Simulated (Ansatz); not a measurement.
The system is Pd.

```
CELL_PARAMETERS angstrom
0.00000 1.94650 1.94650
1.94650 0.00000 1.94650
1.94650 1.94650 0.00000
ATOMIC_POSITIONS crystal
Pd 0.00000 0.00000 0.00000
```

- Program: Ansatz 0.2.0
- Task: relaxation of cell and atoms
- Functional: RPBE
- Dispersion: D3(BJ)
- Potentials or basis: Ansatz PAW
- Cutoff: 420 eV (not typed: the program's choice for these potentials)
- k mesh: 12 × 12 × 12
- Occupations: fermi-dirac, width 0.05 eV
- Spin: no spin polarisation

At the start: volume 14.75 Å³/atom.

Question: Where does the relaxation end?

Answer: It ends after 8 steps and the volume is 12.93 Å³/atom (-12.4 %); space group Fm-3m (No. 225, to 0.05 Å).

The path:
```tsv
step	energy change (eV)	largest force (eV/Å)	volume (Å³)
1	0.0000	0.0000	14.75
2	-0.1932	0.0000	12.70
3	-0.1967	0.0000	12.99
4	-0.1971	0.0000	12.92
5	-0.1971	0.0000	12.92
6	-0.1953	0.0000	12.92
7	-0.1953	0.0000	12.93
8	-0.1953	0.0000	12.93
```

Final structure:
```
Pd
1.0
     0.00000    1.86276    1.86276
     1.86276    0.00000    1.86276
     1.86276    1.86276    0.00000
Pd
1
Cartesian
  0.0000 0.0000 0.0000
```

Caveat: the plane-wave basis is chosen anew once the cell has moved, so the energies of steps on either side of that aren't comparable; the volume moved by -12 % from the deposited cell, more than functionals usually miss; the PAW data sets come from PBE, with cores solved anew for the run's functional, which leaves a small shift of forces and pressure.
